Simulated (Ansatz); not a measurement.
# Dielectric response of CaO (001) films, part 3 of 5

How well do thin rocksalt CaO (001) films screen a perpendicular field?

Ansatz 0.2.0; plane-wave DFT, PBEsol, Ansatz PAW.

So far. Step 8 (Field on, atoms free, 6 atoms, field -0.05 V/Å): The dipole is -0.0243 e·Å, and the gap on the mesh 2.985 eV.

### 9. Response with the atoms relaxed, 6 atoms, units 3

This step: plane-wave DFT, PBEsol, Ansatz PAW; response to a field along the normal, atoms relaxed (Ansatz 0.2.0).

The two relaxed runs give the static response.

This step gave:

```
equivalent conductor thickness p/(ε₀AE) : 7.592 Å
```

Local field over the applied field, running mean. From the potentials at -0.05 and 0.05 V/Å; running mean over 2.405 Å, taken twice. The local field over applied field by z:

z (Å), local field over applied field and a bar:
```
      4.5      0.994 ##############################
      5.0      0.986 ##############################
      5.5      0.968 #############################
      6.0      0.933 ############################
      6.5      0.850 ##########################
      7.0      0.716 ######################
      7.5      0.535 ################
      8.0      0.339 ##########
      8.5      0.164 #####
      9.0      0.053 ##
      9.5      0.002 
     10.0      0.015 
     10.5      0.058 ##
     11.0      0.084 ##
     11.5      0.087 ###
     12.0      0.078 ##
     12.5      0.041 #
     13.0      0.002 
     13.5      0.015 
     14.0      0.088 ###
     14.5      0.225 #######
     15.0      0.412 ############
     15.5      0.609 ##################
     16.0      0.772 #######################
     16.5      0.888 ###########################
     17.0      0.949 #############################
     17.5      0.976 #############################
     18.0      0.990 ##############################
     18.5      0.996 ##############################
```

The induced dipole is that of a conductor 7.59 Å thick.

### 10. Relaxation, 10 atoms, units 5

This step: plane-wave DFT, PBEsol, Ansatz PAW (Ansatz 0.2.0).

System of this step: CaO (001), 5 units. The cell holds 10 atoms: 5 Ca and 5 O. Cell: a = 3.401 Å, b = 3.401 Å, c = 27.620 Å, α = 90.0°, β = 90.0°, γ = 90.0°. It derives from CaO (rocksalt CaO). Vacuum lies along c.

The next thickness, treated alike, so that differences show the interior and the faces cancel.

input.yaml

```yaml
crystal:
  lattice:
    - [3.40118362, 0.0, 0.0]
    - [0.0, 3.40118362, 0.0]
    - [0.0, 0.0, 27.62]
  atoms:
    - { symbol: Ca, position: [0.5, 0.5, 0.3258508327] }
    - { symbol: O, position: [0.0, 0.0, 0.3258508327] }
    - { symbol: Ca, position: [0.0, 0.0, 0.4129254164] }
    - { symbol: O, position: [0.5, 0.5, 0.4129254164] }
    - { symbol: Ca, position: [0.5, 0.5, 0.5] }
    - { symbol: O, position: [0.0, 0.0, 0.5] }
    - { symbol: Ca, position: [0.0, 0.0, 0.5870745836] }
    - { symbol: O, position: [0.5, 0.5, 0.5870745836] }
    - { symbol: Ca, position: [0.5, 0.5, 0.6741491673] }
    - { symbol: O, position: [0.0, 0.0, 0.6741491673] }
kpoints:
  mp_grid: { grid: [8, 8, 1] }
hamiltonian:
  xc: pbesol
scf:
  occupations: { method: fixed }
  convergence: { dr2_threshold: 1.0e-09 }
efield:
  axis: 3
  dipole_correction: true
  ramp_position: 0.97
  ramp_width: 0.06
relax:
  f_tol: 0.003
  max_steps: 100
output:
  write_potential: true
  write_density: true
  volumetric_format: npy
```

Run with:

```console
$ ansatz run input.yaml --threads 4 --pin off --max-ram 6144MiB --backend cpu --events-out ev --progress --plain --runs-dir out
```

Numbers of over 12 decimals in the logs are rounded to 6 here.

What it wrote:

```text
[...]
Crystal: 10 atoms, lattice volume = 319.510 Å³
Basis set: ecut = 420 eV, 6241 PW (Γ), exchange–correlation on 48×48×384 points (8 copies of the dense FFT grid, shifted against one another)
Bands: 50, of which v1, the nominal top of the filled ones, is band 40 counted from 1 (39 counted from 0)
Symmetry: 8 space group operations
k-points: 15 of 64
[...]
- { symbol: O, position: [0, 0.0, 0.330156] }
    - { symbol: Ca, position: [0, 0.0, 0.414030] }
    - { symbol: O, position: [0.5, 0.5, 0.413679] }
    - { symbol: Ca, position: [0.5, 0.5, 0.500000] }
    - { symbol: O, position: [0, 0.0, 0.500000] }
    - { symbol: Ca, position: [0, 0.0, 0.585970] }
    - { symbol: O, position: [0.5, 0.5, 0.586321] }
    - { symbol: Ca, position: [0.5, 0.5, 0.670507] }
    - { symbol: O, position: [0, 0.0, 0.669844] }
[key lines of the parts left out:]
SCF converged after 7 iterations
Free energy (F): -11789.424557 eV
Fermi energy:    0.975321 eV
Dipole field:    D = 0.000000 V/Å  (p = 0.000000 e·Å, saw-weighted, corrected)
Work function:   Φ+ = 4.1551 eV   Φ− = 4.1552 eV
```

Elapsed: 22 s, on 4 threads of Arm Neoverse V2, shared host; peak memory 0.69 GiB; 85 s of CPU time.

Step by step:

```
step  energy less that of the first step (eV)  largest force component (eV/Å)
   1                                   0.0000                          0.2981
   2                                  -0.0459                          0.1416
   3                                  -0.0456                          0.1580
   4                                  -0.0492                          0.0066
   5                                  -0.0492                          0.0003
```

Relaxation step 3 was tried and not accepted.

The run keeps the 8 symmetry operations that it works with, so distortions that break them were not tested.

The atoms that moved most (Å):

```
atom     dx     dy      dz  length
 O10  0.000  0.000  -0.119   0.119
  O2  0.000  0.000   0.119   0.119
 Ca1  0.000  0.000   0.101   0.101
 Ca9  0.000  0.000  -0.101   0.101
 Ca3  0.000  0.000   0.031   0.031
 Ca7  0.000  0.000  -0.031   0.031
  O8  0.000  0.000  -0.021   0.021
  O4  0.000  0.000   0.021   0.021
```

The relaxation took 5 steps and lowered the energy by 0.049 eV; the largest force on the free atoms ends at 3.3e-4 eV/Å.

The gap is 3.12 eV, with the valence edge 4.16 eV and the conduction edge 1.03 eV under the upper vacuum level.

### 11. The relaxed film, single point, 10 atoms, units 5

The next thickness, treated alike, so that differences show the interior and the faces cancel.

input.yaml, the sections that differ from step 10:

```yaml
crystal:
  lattice:
    - [3.40118362, 0.0, 0.0]
    - [0.0, 3.40118362, 0.0]
    - [0.0, 0.0, 27.62]
  atoms:
    - { symbol: Ca, position: [0.5, 0.5, 0.3294934162] }
    - { symbol: O, position: [0.0, 0.0, 0.3301561888] }
    - { symbol: Ca, position: [0.0, 0.0, 0.4140304601] }
    - { symbol: O, position: [0.5, 0.5, 0.4136789295] }
    - { symbol: Ca, position: [0.5, 0.5, 0.5000000007] }
    - { symbol: O, position: [0.0, 0.0, 0.4999999991] }
    - { symbol: Ca, position: [0.0, 0.0, 0.5859695419] }
    - { symbol: O, position: [0.5, 0.5, 0.5863210687] }
    - { symbol: Ca, position: [0.5, 0.5, 0.6705065855] }
    - { symbol: O, position: [0.0, 0.0, 0.6698438096] }
output:
  eigenvalues: true
  write_potential: true
  write_density: true
  volumetric_format: npy
  elf: true
# kpoints, hamiltonian, scf, efield: as in step 10
# relax: removed
```

What it wrote:

```text
[...]
Crystal: 10 atoms, lattice volume = 319.510 Å³
Basis set: ecut = 420 eV, 6241 PW (Γ)
Bands: 50, of which v1, the nominal top of the filled ones, is band 40 counted from 1 (39 counted from 0)
Symmetry: 8 space group operations
k-points: 15 of 64
[...]
k-point 0: bands = [... 36 lower, 0.9460, 0.9460, 0.9753, 0.9753, 4.0987, 4.1798, 4.5017, 4.8972, ... 6 higher]
  k-point 1: bands = [... 36 lower, 0.5935, 0.7016, 0.7828, 0.8064, 4.3119, 4.3730, 4.9371, 5.3058, ... 6 higher]
  k-point 2: bands = [... 36 lower, 0.2597, 0.4245, 0.4384, 0.5071, 4.8741, 4.9106, 5.9976, 6.0510, ... 6 higher]
  k-point 14: bands = [... 36 lower, 0.4726, 0.4726, 0.5683, 0.7740, 4.7707, 4.7707, 5.6674, 5.6674, ... 6 higher]
[key lines of the parts left out:]
SCF converged after 10 iterations
Free energy (F): -11789.424674 eV
Fermi energy:    0.975296 eV
Dipole field:    D = 0.000000 V/Å  (p = 0.000000 e·Å, saw-weighted, corrected)
Work function:   Φ+ = 4.1551 eV   Φ− = 4.1552 eV
```

The job ended after 7 s (4 threads; peak memory 0.73 GiB).

The gap is 3.12 eV, with the valence edge 4.16 eV and the conduction edge 1.03 eV under the upper vacuum level.

### 12. Single point, 10 atoms, units 5, field 0.1 V/Å

Edit input.yaml of step 11 so:

```diff
@@ -22,3 +22,3 @@
   occupations: { method: fixed }
-  convergence: { dr2_threshold: 1.0e-09 }
+  convergence: { dr2_threshold: 1.0e-10 }
 efield:
@@ -28,4 +28,4 @@
   ramp_width: 0.06
+  amplitude: 0.1
 output:
-  eigenvalues: true
   write_potential: true
@@ -33,2 +33 @@
   volumetric_format: npy
-  elf: true
```

What it wrote:

```text
[...]
Crystal: 10 atoms, lattice volume = 319.510 Å³
Basis set: ecut = 420 eV, 6241 PW (Γ)
Bands: 50, of which v1, the nominal top of the filled ones, is band 40 counted from 1 (39 counted from 0)
Symmetry: 8 space group operations
k-points: 15 of 64
[...]
k-point 0: bands = [... 36 lower, 0.8553, 0.8553, 1.0685, 1.0685, 3.8676, 4.3899, 4.4909, 4.8989, ... 6 higher]
  k-point 1: bands = [... 36 lower, 0.5801, 0.6878, 0.7549, 0.9033, 4.0687, 4.5960, 4.9256, 5.1700, ... 6 higher]
  k-point 2: bands = [... 36 lower, 0.2474, 0.3213, 0.5344, 0.5421, 4.6222, 5.1448, 5.7718, 5.9848, ... 6 higher]
  k-point 14: bands = [... 36 lower, 0.5101, 0.5101, 0.5263, 0.8175, 4.7643, 4.7643, 5.6670, 5.6670, ... 6 higher]
[key lines of the parts left out:]
SCF converged after 14 iterations
Free energy (F): -11789.427780 eV
Fermi energy:    1.068461 eV
Dipole field:    D = 0.035190 V/Å  (p = 0.062135 e·Å, saw-weighted, corrected)
```

Elapsed: 7.9 s, on 4 threads; peak memory 0.71 GiB.

The dipole is 0.0621 e·Å, and the gap on the mesh 2.799 eV.

### 13. Single point, 10 atoms, units 5, field -0.1 V/Å

Edit input.yaml of step 12 so:

```diff
@@ -28,3 +28,3 @@
   ramp_width: 0.06
-  amplitude: 0.1
+  amplitude: -0.1
 output:
```

What it wrote:

```text
[...]
Crystal: 10 atoms, lattice volume = 319.510 Å³
Basis set: ecut = 420 eV, 6241 PW (Γ)
Bands: 50, of which v1, the nominal top of the filled ones, is band 40 counted from 1 (39 counted from 0)
Symmetry: 8 space group operations
k-points: 15 of 64
[...]
k-point 0: bands = [... 36 lower, 0.8553, 0.8553, 1.0685, 1.0685, 3.8676, 4.3899, 4.4909, 4.8989, ... 6 higher]
  k-point 1: bands = [... 36 lower, 0.5801, 0.6878, 0.7549, 0.9033, 4.0687, 4.5960, 4.9256, 5.1700, ... 6 higher]
  k-point 2: bands = [... 36 lower, 0.2474, 0.3213, 0.5344, 0.5421, 4.6221, 5.1448, 5.7718, 5.9848, ... 6 higher]
  k-point 14: bands = [... 36 lower, 0.5101, 0.5101, 0.5263, 0.8175, 4.7643, 4.7643, 5.6670, 5.6670, ... 6 higher]
[key lines of the parts left out:]
SCF converged after 14 iterations
Free energy (F): -11789.427780 eV
Fermi energy:    1.068464 eV
Dipole field:    D = -0.035189 V/Å  (p = -0.062135 e·Å, saw-weighted, corrected)
```

Wall time 7.9 s (4 threads); peak memory 0.72 GiB; 31 s of CPU time.

The dipole is -0.0621 e·Å, and the gap on the mesh 2.799 eV.

### 14. Response with the atoms held, 10 atoms, units 5

This step: plane-wave DFT, PBEsol, Ansatz PAW; response to a field along the normal, atoms held (Ansatz 0.2.0).

Local field over the applied field, running mean. From the potentials at -0.1 and 0.1 V/Å; running mean over 2.405 Å, taken twice. The local field over applied field by z:

```
z (Å)  local field over applied field
    5                           0.984
    6                           0.921
    7                           0.745
    8                           0.481
    9                           0.281
   10                           0.219
   11                           0.234
   12                           0.251
   13                           0.258
   14                           0.258
   15                           0.257
   16                           0.245
   17                           0.227
   18                           0.227
   19                           0.341
   20                           0.583
   21                           0.828
   22                           0.955
   23                           0.992
```

The induced dipole is that of a conductor 9.72 Å thick.

### 15. Relaxing in the field, 10 atoms, units 5, field 0.05 V/Å

This step: plane-wave DFT, PBEsol, Ansatz PAW (Ansatz 0.2.0).

The same pair of relaxations in the field for this thickness.

Edit input.yaml of step 13 so:

```diff
@@ -28,3 +28,6 @@
   ramp_width: 0.06
-  amplitude: -0.1
+  amplitude: 0.05
+relax:
+  f_tol: 0.0006
+  max_steps: 70
 output:
```

What it wrote:

```text
[...]
Crystal: 10 atoms, lattice volume = 319.510 Å³
Basis set: ecut = 420 eV, 6241 PW (Γ), exchange–correlation on 48×48×384 points (8 copies of the dense FFT grid, shifted against one another)
Bands: 50, of which v1, the nominal top of the filled ones, is band 40 counted from 1 (39 counted from 0)
Symmetry: 8 space group operations
k-points: 15 of 64
[...]
- { symbol: Ca, position: [0.5, 0.5, 0.329550] }
    - { symbol: O, position: [0, 0.0, 0.330101] }
    - { symbol: Ca, position: [0, 0.0, 0.414068] }
    - { symbol: O, position: [0.5, 0.5, 0.413649] }
    - { symbol: Ca, position: [0.5, 0.5, 0.500047] }
    - { symbol: O, position: [0, 0.0, 0.499953] }
    - { symbol: Ca, position: [0, 0.0, 0.586002] }
    - { symbol: O, position: [0.5, 0.5, 0.586287] }
    - { symbol: Ca, position: [0.5, 0.5, 0.670559] }
    - { symbol: O, position: [0, 0.0, 0.669783] }
[key lines of the parts left out:]
SCF converged after 6 iterations
Free energy (F): -11789.425514 eV
Fermi energy:    0.979371 eV
Dipole field:    D = 0.021676 V/Å  (p = 0.038273 e·Å, saw-weighted, corrected)
```

Wall time 18 s (4 threads); peak memory 0.67 GiB.

No atom moved by 0.005 Å in the relaxation.

The relaxation took 4 steps and lowered the energy by 1.8e-4 eV; the largest force on the free atoms ends at 3.2e-4 eV/Å.

The dipole is 0.0383 e·Å, and the gap on the mesh 3.075 eV.

### 16. Relaxing in the field, 10 atoms, units 5, field -0.05 V/Å

The opposite sign, again from the field-free geometry; the difference of the two cancels what relaxes without a field.

Edit input.yaml of step 15 so:

```diff
@@ -28,3 +28,3 @@
   ramp_width: 0.06
-  amplitude: 0.05
+  amplitude: -0.05
 relax:
```

What it wrote:

```text
[...]
Crystal: 10 atoms, lattice volume = 319.510 Å³
Basis set: ecut = 420 eV, 6241 PW (Γ), exchange–correlation on 48×48×384 points (8 copies of the dense FFT grid, shifted against one another)
Bands: 50, of which v1, the nominal top of the filled ones, is band 40 counted from 1 (39 counted from 0)
Symmetry: 8 space group operations
k-points: 15 of 64
[...]
- { symbol: Ca, position: [0.5, 0.5, 0.329441] }
    - { symbol: O, position: [0, 0.0, 0.330217] }
    - { symbol: Ca, position: [0, 0.0, 0.413998] }
    - { symbol: O, position: [0.5, 0.5, 0.413713] }
    - { symbol: Ca, position: [0.5, 0.5, 0.499953] }
    - { symbol: O, position: [0, 0.0, 0.500047] }
    - { symbol: Ca, position: [0, 0.0, 0.585932] }
    - { symbol: O, position: [0.5, 0.5, 0.586351] }
    - { symbol: Ca, position: [0.5, 0.5, 0.670450] }
    - { symbol: O, position: [0, 0.0, 0.669899] }
[key lines of the parts left out:]
SCF converged after 6 iterations
Free energy (F): -11789.425514 eV
Fermi energy:    0.979371 eV
Dipole field:    D = -0.021676 V/Å  (p = -0.038273 e·Å, saw-weighted, corrected)
```

Wall time 17 s (4 threads); peak memory 0.67 GiB.

No atom moved by 0.005 Å in the relaxation.

The relaxation took 4 steps and lowered the energy by 1.8e-4 eV; the largest force on the free atoms ends at 3.2e-4 eV/Å.

The dipole is -0.0383 e·Å, and the gap on the mesh 3.075 eV.

### 17. Response with the atoms relaxed, 10 atoms, units 5

This step: plane-wave DFT, PBEsol, Ansatz PAW; response to a field along the normal, atoms relaxed (Ansatz 0.2.0).

Local field over the applied field, running mean. From the potentials at -0.05 and 0.05 V/Å; running mean over 2.405 Å, taken twice. The local field over applied field by z:

```
z (Å)  local field over applied field
  4.5                           0.994
  5.0                           0.986
  5.5                           0.969
  6.0                           0.936
  6.5                           0.858
  7.0                           0.728
  7.5                           0.554
  8.0                           0.361
  8.5                           0.185
  9.0                          0.0682
  9.5                         0.00821
 10.0                         0.00699
 10.5                          0.0382
 11.0                          0.0677
 11.5                          0.0825
 12.0                          0.0905
 12.5                          0.0833
 13.0                          0.0675
 13.5                          0.0589
 14.0                          0.0584
 14.5                          0.0641
 15.0                          0.0796
 15.5                          0.0908
 16.0                          0.0850
 16.5                          0.0721
 17.0                          0.0462
 17.5                          0.0140
 18.0                         0.00227
 18.5                          0.0489
 19.0                           0.151
 19.5                           0.317
 20.0                           0.507
 20.5                           0.690
 21.0                           0.831
 21.5                           0.922
 22.0                           0.963
 22.5                           0.983
 23.0                           0.993
```

The induced dipole is that of a conductor 11.97 Å thick.

[end of part 3 of 5]

[Logs are printed without paths, hosts, clocks, repeated set-up lines and the standing remarks that a program may print on its own settings, such as how far it seeks lower states.]

[Hosts, paths, dates, database ids (printed as entryN), source tags and the programs' standing remarks are cut or masked in the printed files.]

[Maps of the electrostatic potential energy from Ansatz leave out the sawtooth potential of an applied field or a dipole correction, so their vacuum need not be flat; planar profiles and work functions include it.]
